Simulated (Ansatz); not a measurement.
# The perfect armchair BP nanoribbon (N = 9, H edges), part 3 of 3

Wanted: the relaxed geometry and the bands of the armchair BP nanoribbon (N = 9, H edges).

Ansatz 0.2.0; DFT PBE, plane waves, PAW; relaxation of a wire's period (the session's first sound run).

So far, band gap (eV): step 3 (the perfect wire) 1.06; step 4 (relaxing the atoms, period over the relaxed period 0.96, k-mesh …) 0.954; step 5 (relaxing the atoms, period over the relaxed period 0.98, k-mesh …) 1.00.

## 6. At a strained period, period over the relaxed period 1.02, k-mesh 1×1×11

Level of this step: DFT PBE, plane waves, PAW; relaxation at a fixed period (Ansatz).

The period is set to 1.02 times the relaxed one and the atoms relax within it: strain changes bond lengths and angles, which shifts the bands against each other. Against the first PBE run of this kind, the mesh along the wire has 11 points against 15.

The cell differs from the one that the last finished run ended in (c 5.469 → 5.692 Å).

File input.yaml:

```yaml
crystal:
  lattice:
    - [22.277, 0.0, 0.0]
    - [0.0, 7.0, 0.0]
    - [0.0, 0.0, 5.6917560486]
  atoms:
    - { symbol: B, position: [0.211267108, 0.5, 0.99953617] }
    - { symbol: B, position: [0.355659873, 0.5, 0.001434903] }
    - { symbol: B, position: [0.499993, 0.5, 0.001812346] }
    - { symbol: B, position: [0.644326127, 0.5, 0.001434903] }
    - { symbol: B, position: [0.788718892, 0.5, 0.99953617] }
    - { symbol: P, position: [0.214518842, 0.5, 0.324306935] }
    - { symbol: P, position: [0.355900277, 0.5, 0.334572732] }
    - { symbol: P, position: [0.499993, 0.5, 0.335341112] }
    - { symbol: P, position: [0.644085723, 0.5, 0.334572732] }
    - { symbol: P, position: [0.785467158, 0.5, 0.324306935] }
    - { symbol: H, position: [0.15996652, 0.5, 0.452397109] }
    - { symbol: H, position: [0.84001948, 0.5, 0.452397109] }
    - { symbol: B, position: [0.284055392, 0.5, 0.502509829] }
    - { symbol: B, position: [0.428017531, 0.5, 0.502330179] }
    - { symbol: B, position: [0.571968469, 0.5, 0.502330179] }
    - { symbol: B, position: [0.715930608, 0.5, 0.502509829] }
    - { symbol: P, position: [0.283462369, 0.5, 0.836318681] }
    - { symbol: P, position: [0.427963917, 0.5, 0.834980596] }
    - { symbol: P, position: [0.572022083, 0.5, 0.834980596] }
    - { symbol: P, position: [0.716523631, 0.5, 0.836318681] }
    - { symbol: H, position: [0.164168115, 0.5, 0.896978787] }
    - { symbol: H, position: [0.835817885, 0.5, 0.896978787] }
kpoints:
  mp_grid: { grid: [1, 1, 11] }
  band_path: { path: ["Γ", Z], npoints: 90 }
scf:
  occupations: { method: fermi_dirac, width: 0.05 }
hamiltonian:
  xc: pbe
relax:
  max_steps: 40
  f_tol: 0.02
output:
  stress: true
```

Started as:

```
> ansatz run input.yaml --threads 4 --pin off --max-ram 16384MiB --backend cpu --events-out ev --progress --plain --runs-dir out
```

Numbers of over 12 decimals in the logs are rounded to 6 here.

What it wrote:

```text
[...]
Crystal: 22 atoms, lattice volume = 887.567 Å³
Basis set: ecut = 420 eV, 17339 PW (Γ), exchange–correlation on 300×96×80 points (8 copies of the dense FFT grid, shifted against one another)
Bands: 60, of which v1, the nominal top of the filled ones, is band 38 counted from 1 (37 counted from 0)
Symmetry: 4 space group operations
[...]
- { symbol: B, position: [0.428359, 0.5, 0.503152] }
    - { symbol: B, position: [0.571627, 0.5, 0.503152] }
    - { symbol: B, position: [0.714891, 0.5, 0.503698] }
    - { symbol: P, position: [0.284534, 0.5, 0.835137] }
    - { symbol: P, position: [0.428319, 0.5, 0.833966] }
    - { symbol: P, position: [0.571667, 0.5, 0.833966] }
    - { symbol: P, position: [0.715452, 0.5, 0.835137] }
    - { symbol: H, position: [0.165452, 0.5, 0.906248] }
    - { symbol: H, position: [0.834534, 0.5, 0.906248] }
[key lines of the parts left out:]
SCF converged after 4 iterations
Free energy (F): -8267.601589 eV
Fermi energy:    -1.048028 eV
P = ⅓ Tr σ = -0.5847 GPa (-5.847 kbar)
```

Run time: 2.2 min. Hardware: 4 threads of Arm Neoverse V1, shared host; peak memory 3.1 GiB; 8.7 min of CPU time.

The steps of the relaxation:

| step | energy less that of the first step (eV) | largest force component (eV/Å) |
| --- | --- | --- |
| 1 | 0.0000 | 0.3500 |
| 2 | -0.0302 | 0.1781 |
| 3 | -0.0373 | 0.0137 |
| 4 | -0.0373 | 0.0135 |

The run keeps the 4 symmetry operations that it works with, so distortions that break them were not tested.

The atoms that moved most (Å):

| atom | dx | dy | dz | length |
| --- | --- | --- | --- | --- |
| H22 | -0.029 | 0.000 | 0.053 | 0.060 |
| H21 | 0.029 | 0.000 | 0.053 | 0.060 |
| H12 | -0.024 | 0.000 | -0.054 | 0.059 |
| H11 | 0.024 | 0.000 | -0.054 | 0.059 |
| B1 | 0.043 | 0.000 | 0.015 | 0.046 |
| B5 | -0.043 | 0.000 | 0.015 | 0.046 |
| P10 | -0.041 | 0.000 | -0.011 | 0.043 |
| P6 | 0.041 | 0.000 | -0.011 | 0.043 |

Final coordinates:

```cif
data_structure
_symmetry_space_group_name_H-M 'P 1'
_symmetry_Int_Tables_number 1
_cell_length_a 22.2770
_cell_length_b 7.0000
_cell_length_c 5.6918
_cell_angle_alpha 90.000
_cell_angle_beta 90.000
_cell_angle_gamma 90.000
_cell_volume 887.57
loop_
_atom_site_label
_atom_site_type_symbol
_atom_site_fract_x
_atom_site_fract_y
_atom_site_fract_z
_atom_site_occupancy
B1 B 0.21319 0.50000 0.00224 1
B2 B 0.35636 0.50000 0.00228 1
B3 B 0.49999 0.50000 0.00250 1
B4 B 0.64363 0.50000 0.00228 1
B5 B 0.78679 0.50000 0.00224 1
P6 P 0.21637 0.50000 0.32240 1
P7 P 0.35658 0.50000 0.33357 1
P8 P 0.49999 0.50000 0.33431 1
P9 P 0.64341 0.50000 0.33357 1
P10 P 0.78361 0.50000 0.32240 1
H11 H 0.16105 0.50000 0.44285 1
H12 H 0.83893 0.50000 0.44285 1
B13 B 0.28510 0.50000 0.50370 1
B14 B 0.42836 0.50000 0.50315 1
B15 B 0.57163 0.50000 0.50315 1
B16 B 0.71489 0.50000 0.50370 1
P17 P 0.28453 0.50000 0.83514 1
P18 P 0.42832 0.50000 0.83397 1
P19 P 0.57167 0.50000 0.83397 1
P20 P 0.71545 0.50000 0.83514 1
H21 H 0.16545 0.50000 0.90625 1
H22 H 0.83453 0.50000 0.90625 1
```

The electronic bands at the labelled points (eV, zero at the Fermi level):

| point | band 35 | band 36 | band 37 | band 38 | band 39 | band 40 | band 41 | band 42 |
| --- | --- | --- | --- | --- | --- | --- | --- | --- |
| Γ | -1.43 | -1.07 | -0.76 | -0.56 | 0.56 | 0.84 | 0.89 | 0.99 |
| halfway | -1.94 | -1.59 | -1.42 | -1.12 | 1.09 | 1.42 | 1.66 | 1.99 |
| Z | -2.40 | -1.91 | -1.74 | -1.47 | 1.26 | 1.59 | 1.95 | 2.37 |

The gap is 1.12 eV, against 1.06 eV under PBE at the relaxed period.

## 7. At a strained period, period over the relaxed period 1.04, k-mesh 1×1×11

The period is set to 1.04 times the relaxed one and the atoms relax within it: strain changes bond lengths and angles, which shifts the bands against each other. Against the first PBE run of this kind, the mesh along the wire has 11 points against 15.

The cell differs from the one that the last finished run ended in (c 5.692 → 5.803 Å).

input.yaml: that of step 6 with these lines changed.

```diff
@@ -4,3 +4,3 @@
     - [0.0, 7.0, 0.0]
-    - [0.0, 0.0, 5.6917560486]
+    - [0.0, 0.0, 5.8033591084]
   atoms:
```

What it wrote:

```text
[...]
Crystal: 22 atoms, lattice volume = 904.970 Å³
Basis set: ecut = 420 eV, 17715 PW (Γ), exchange–correlation on 300×96×80 points (8 copies of the dense FFT grid, shifted against one another)
Bands: 60, of which v1, the nominal top of the filled ones, is band 38 counted from 1 (37 counted from 0)
Symmetry: 4 space group operations
[...]
- { symbol: B, position: [0.428688, 0.5, 0.503789] }
    - { symbol: B, position: [0.571298, 0.5, 0.503789] }
    - { symbol: B, position: [0.713918, 0.5, 0.504782] }
    - { symbol: P, position: [0.285559, 0.5, 0.834047] }
    - { symbol: P, position: [0.428668, 0.5, 0.833242] }
    - { symbol: P, position: [0.571318, 0.5, 0.833242] }
    - { symbol: P, position: [0.714427, 0.5, 0.834047] }
    - { symbol: H, position: [0.166680, 0.5, 0.915271] }
    - { symbol: H, position: [0.833306, 0.5, 0.915271] }
[key lines of the parts left out:]
SCF converged after 6 iterations
Free energy (F): -8267.269585 eV
Fermi energy:    -1.134781 eV
P = ⅓ Tr σ = -1.2229 GPa (-12.229 kbar)
```

Run time: 2.2 min. Hardware: 4 threads; peak memory 3.1 GiB.

Relaxation path:

| step | energy less that of the first step (eV) | largest force component (eV/Å) |
| --- | --- | --- |
| 1 | 0.0000 | 0.5984 |
| 2 | -0.1099 | 0.3068 |
| 3 | -0.1330 | 0.0358 |
| 4 | -0.1332 | 0.0028 |

Forces are held to the 4 operations that the run works with; a distortion that breaks them can't arise in this run.

The atoms that moved most (Å):

| atom | dx | dy | dz | length |
| --- | --- | --- | --- | --- |
| H22 | -0.056 | 0.000 | 0.106 | 0.120 |
| H21 | 0.056 | 0.000 | 0.106 | 0.120 |
| H12 | -0.047 | 0.000 | -0.110 | 0.119 |
| H11 | 0.047 | 0.000 | -0.110 | 0.119 |
| B1 | 0.085 | 0.000 | 0.030 | 0.090 |
| B5 | -0.085 | 0.000 | 0.030 | 0.090 |
| P10 | -0.081 | 0.000 | -0.021 | 0.084 |
| P6 | 0.081 | 0.000 | -0.021 | 0.084 |

The relaxed structure:

```cif
data_structure
_symmetry_space_group_name_H-M 'P 1'
_symmetry_Int_Tables_number 1
_cell_length_a 22.2770
_cell_length_b 7.0000
_cell_length_c 5.8034
_cell_angle_alpha 90.000
_cell_angle_beta 90.000
_cell_angle_gamma 90.000
_cell_volume 904.97
loop_
_atom_site_label
_atom_site_type_symbol
_atom_site_fract_x
_atom_site_fract_y
_atom_site_fract_z
_atom_site_occupancy
B1 B 0.21508 0.50000 0.00469 1
B2 B 0.35704 0.50000 0.00285 1
B3 B 0.49999 0.50000 0.00307 1
B4 B 0.64294 0.50000 0.00285 1
B5 B 0.78491 0.50000 0.00469 1
P6 P 0.21816 0.50000 0.32061 1
P7 P 0.35723 0.50000 0.33283 1
P8 P 0.49999 0.50000 0.33357 1
P9 P 0.64275 0.50000 0.33283 1
P10 P 0.78183 0.50000 0.32061 1
H11 H 0.16207 0.50000 0.43352 1
H12 H 0.83791 0.50000 0.43352 1
B13 B 0.28607 0.50000 0.50478 1
B14 B 0.42869 0.50000 0.50379 1
B15 B 0.57130 0.50000 0.50379 1
B16 B 0.71392 0.50000 0.50478 1
P17 P 0.28556 0.50000 0.83405 1
P18 P 0.42867 0.50000 0.83324 1
P19 P 0.57132 0.50000 0.83324 1
P20 P 0.71443 0.50000 0.83405 1
H21 H 0.16668 0.50000 0.91527 1
H22 H 0.83331 0.50000 0.91527 1
```

The gap is 1.18 eV, against 1.06 eV under PBE at the relaxed period.

## 8. At a strained period, period over the relaxed period 1.06, k-mesh 1×1×11

The period is set to 1.06 times the relaxed one and the atoms relax within it: strain changes bond lengths and angles, which shifts the bands against each other. Against the first PBE run of this kind, the mesh along the wire has 11 points against 15.

The cell differs from the one that the last finished run ended in (c 5.803 → 5.915 Å).

input.yaml: that of step 7 with these lines changed.

```diff
@@ -4,3 +4,3 @@
     - [0.0, 7.0, 0.0]
-    - [0.0, 0.0, 5.8033591084]
+    - [0.0, 0.0, 5.9149621682]
   atoms:
```

What it wrote:

```text
[...]
Crystal: 22 atoms, lattice volume = 922.373 Å³
Basis set: ecut = 420 eV, 17991 PW (Γ), exchange–correlation on 300×96×80 points (8 copies of the dense FFT grid, shifted against one another)
Bands: 60, of which v1, the nominal top of the filled ones, is band 38 counted from 1 (37 counted from 0)
Symmetry: 4 space group operations
[...]
- { symbol: B, position: [0.428955, 0.5, 0.504106] }
    - { symbol: B, position: [0.571031, 0.5, 0.504106] }
    - { symbol: B, position: [0.713139, 0.5, 0.505513] }
    - { symbol: P, position: [0.286376, 0.5, 0.833256] }
    - { symbol: P, position: [0.428951, 0.5, 0.832728] }
    - { symbol: P, position: [0.571035, 0.5, 0.832728] }
    - { symbol: P, position: [0.713610, 0.5, 0.833256] }
    - { symbol: H, position: [0.167764, 0.5, 0.924001] }
    - { symbol: H, position: [0.832222, 0.5, 0.924001] }
[key lines of the parts left out:]
SCF converged after 6 iterations
Free energy (F): -8266.736409 eV
Fermi energy:    -1.204801 eV
P = ⅓ Tr σ = -1.8121 GPa (-18.121 kbar)
```

Run time: 2.2 min. Hardware: 4 threads; peak memory 3.2 GiB.

Electronic bands along the path, in eV, zero at the Fermi level:

| point | band 35 | band 36 | band 37 | band 38 | band 39 | band 40 | band 41 | band 42 |
| --- | --- | --- | --- | --- | --- | --- | --- | --- |
| Γ | -1.48 | -1.20 | -0.65 | -0.64 | 0.60 | 0.81 | 0.87 | 0.97 |
| halfway | -1.95 | -1.50 | -1.35 | -1.04 | 1.11 | 1.41 | 1.67 | 1.89 |
| Z | -2.30 | -1.81 | -1.62 | -1.33 | 1.31 | 1.62 | 1.97 | 2.00 |

The gap is 1.25 eV, against 1.06 eV under PBE at the relaxed period.

## 9. Comparing the runs

Times are for 4 threads of Arm Neoverse V1, shared host. The series side by side:

| no. | period over the relaxed period | k-mesh | free energy less the lowest (eV) | pressure (GPa) | band gap (eV) | time | memory (GiB) |
| --- | --- | --- | --- | --- | --- | --- | --- |
| 1 | 0.96 | 1×1×12 | 0.3767 | 1.652 | 0.9537 | 2.2 min | 2.9 |
| 2 | 0.98 | 1×1×11 | 0.005686 | 0.8547 | 1.004 | 2.2 min | 3.0 |
| 3 | 1.02 | 1×1×11 | 0 | -0.5847 | 1.121 | 2.2 min | 3.1 |
| 4 | 1.04 | 1×1×11 | 0.3320 | -1.223 | 1.183 | 2.2 min | 3.1 |
| 5 | 1.06 | 1×1×11 | 0.8652 | -1.812 | 1.249 | 2.2 min | 3.2 |

## 10. Summary of results

```json
{
  "cell length, PBE": "5.580 Å",
  "gap, PBE": "1.06 eV",
  "gap, period scaled by 0.96": "0.954 eV",
  "gap, period scaled by 0.98": "1.00 eV",
  "gap, period scaled by 1.02": "1.12 eV",
  "gap, period scaled by 1.04": "1.18 eV",
  "gap, period scaled by 1.06": "1.25 eV"
}
```

**Reading.** Under PBE the cell's length is 5.58 Å, and a gap of 1.06 eV makes it a semiconductor. Strain matters: under PBE the gap goes from 1.06 eV to 0.954 eV at 0.96 times the period, 1.00 eV at 0.98 times the period, 1.12 eV at 1.02 times the period, 1.18 eV at 1.04 times the period and 1.25 eV at 1.06 times the period.

[Logs are printed without paths, hosts, clocks, repeated set-up lines and the standing remarks that a program may print on its own settings, such as how far it seeks lower states.]

[Hosts, paths, dates, database ids (printed as entryN), source tags and the programs' standing remarks are cut or masked in the printed files.]
